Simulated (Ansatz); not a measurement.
A 6-atom cell of Cu2O (Pn-3m) from a materials database, relaxed with r2SCAN in the plane-wave code Ansatz. Space group Pn-3m (No. 224), cubic; a = 4.246 Å in the conventional setting, 12.76 Å³ an atom. Cu is surrounded by 2 O at 1.84 Å; O is surrounded by 4 Cu at 1.84 Å.

The axes x, y and z are those of this cell:
```yaml
crystal:
  lattice:
    - [4.24608, 0.00000, 0.00000]
    - [0.00000, 4.24608, 0.00000]
    - [0.00000, 0.00000, 4.24608]
  atoms:
    - { symbol: Cu, position: [0.25000, 0.25000, 0.75000] }
    - { symbol: Cu, position: [0.75000, 0.25000, 0.25000] }
    - { symbol: Cu, position: [0.25000, 0.75000, 0.25000] }
    - { symbol: Cu, position: [0.75000, 0.75000, 0.75000] }
    - { symbol: O, position: [0.50000, 0.50000, 0.50000] }
    - { symbol: O, position: [0.00000, 0.00000, 0.00000] }
```

Unstrained: PBE gives a direct gap of 0.556 eV at Γ. The r2SCAN gap is direct at Γ: 0.794 eV. With HSE06 the gap is 2.033 eV and direct, at Γ. Meshes: PBE 6×6×6, r2SCAN 6×6×6, HSE06 4×4×4. Strains are changes of length per length. After each strain the atoms were relaxed again with r2SCAN within the symmetry that the strain leaves, so tilts or polar shifts that break it weren't tested; points keep the names that they have in the unstrained zone. The values are computed, spin-unpolarised, and not measurements.

Question: Apply isotropic +4.0 % on every length. How far does the gap move, against the unstrained cell?

Answer: PBE: the gap goes from 0.556 to 0.320 eV (-0.236 eV). r2SCAN: the gap goes from 0.794 to 0.550 eV (-0.244 eV). HSE06: the gap goes from 2.033 to 1.731 eV (-0.302 eV). The r2SCAN energy rises by 63.3 meV an atom.

Question: Estimate what isotropic -2.0 % on every length does to the gap.

Answer: PBE: the gap goes from 0.556 to 0.704 eV (+0.148 eV). r2SCAN: the gap goes from 0.794 to 0.944 eV (+0.150 eV). HSE06: the gap goes from 2.033 to 2.205 eV (+0.172 eV). The r2SCAN energy rises by 19.6 meV an atom.

Question: Estimate what isotropic +3.0 % on every length does to the gap.

Answer: PBE: the gap goes from 0.556 to 0.372 eV (-0.184 eV). r2SCAN: the gap goes from 0.794 to 0.604 eV (-0.190 eV). HSE06: the gap goes from 2.033 to 1.799 eV (-0.234 eV). The r2SCAN energy rises by 36.9 meV an atom.

Question: Estimate what isotropic -1.0 % on every length does to the gap.

Answer: PBE: the gap goes from 0.556 to 0.627 eV (+0.071 eV). r2SCAN: the gap goes from 0.794 to 0.866 eV (+0.072 eV). HSE06: the gap goes from 2.033 to 2.121 eV (+0.088 eV). The r2SCAN energy rises by 4.7 meV an atom.

Question: Apply isotropic +1.0 % on every length. How far does the gap move, against the unstrained cell?

Answer: PBE: the gap goes from 0.556 to 0.490 eV (-0.066 eV). r2SCAN: the gap goes from 0.794 to 0.726 eV (-0.068 eV). HSE06: the gap goes from 2.033 to 1.950 eV (-0.083 eV). The r2SCAN energy rises by 4.4 meV an atom.

Question: Estimate what isotropic +2.0 % on every length does to the gap.

Answer: PBE: the gap goes from 0.556 to 0.429 eV (-0.127 eV). r2SCAN: the gap goes from 0.794 to 0.663 eV (-0.131 eV). HSE06: the gap goes from 2.033 to 1.872 eV (-0.161 eV). The r2SCAN energy rises by 17.0 meV an atom.

Question: Apply isotropic -3.0 % on every length. How far does the gap move, against the unstrained cell?

Answer: PBE: the gap goes from 0.556 to 0.786 eV (+0.230 eV). r2SCAN: the gap goes from 0.794 to 1.027 eV (+0.233 eV). HSE06: the gap goes from 2.033 to 2.073 eV (+0.040 eV). The r2SCAN energy rises by 45.8 meV an atom.

Question: Apply isotropic -4.0 % on every length. How far does the gap move, against the unstrained cell?

Answer: PBE: the gap goes from 0.556 to 0.715 eV (+0.159 eV). r2SCAN: the gap goes from 0.794 to 0.973 eV (+0.179 eV). HSE06: the gap goes from 2.033 to 1.934 eV (-0.099 eV). The r2SCAN energy rises by 84.6 meV an atom.

The meshes of the hybrids are coarse, so their gaps aren't converged to the digits shown.
